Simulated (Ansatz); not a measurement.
# Zn: the cost of one run

Program: Ansatz 0.2.0. Level of theory: DFT PBE, scalar-relativistic, plane waves, PAW. These are calculated values, not measurements.

### Step 1. The starting structure

Symmetry: Im-3m, No. 229, cubic system. Conventional cell: a = 3.138 Å, b = 3.138 Å, c = 3.138 Å, α = 90.00°, β = 90.00°, γ = 90.00°. Zn (site symmetry m-3m) is surrounded by 8 Zn at 2.72 Å.

Structure file:

```
CELL_PARAMETERS angstrom
-1.56904 1.56904 1.56904
1.56904 -1.56904 1.56904
1.56904 1.56904 -1.56904
ATOMIC_POSITIONS crystal
Zn 0.00000 0.00000 0.00000
```

This is candidate A: structure listed in a database for this formula (Im-3m, No. 229).

(A quick probe on a coarse mesh, which set the mesh and smearing, is not shown.)

### Step 3. The relaxation (candidate A)

input.yaml

```yaml
crystal:
  lattice:
    - [-1.569037, 1.569037, 1.569037]
    - [1.569037, -1.569037, 1.569037]
    - [1.569037, 1.569037, -1.569037]
  atoms:
    - { symbol: Zn, position: [0.0, 0.0, 0.0] }
basis:
  ecutwfc: 420
kpoints:
  mp_grid: { grid: [24, 24, 24] }
hamiltonian:
  xc: pbe
scf:
  occupations: { method: gaussian, width: 0.1 }
output:
  forces: true
  stress: true
  eigenvalues: true
relax:
  adjacent_minimum: "off"
  f_tol: 0.01
  max_steps: 80
  cell: { stress_tol: 0.05 }
```

What time and memory should one allow on 1 thread of an x86-64 CPU, shared host?

About 13 s, with a peak of 0.43 GiB.
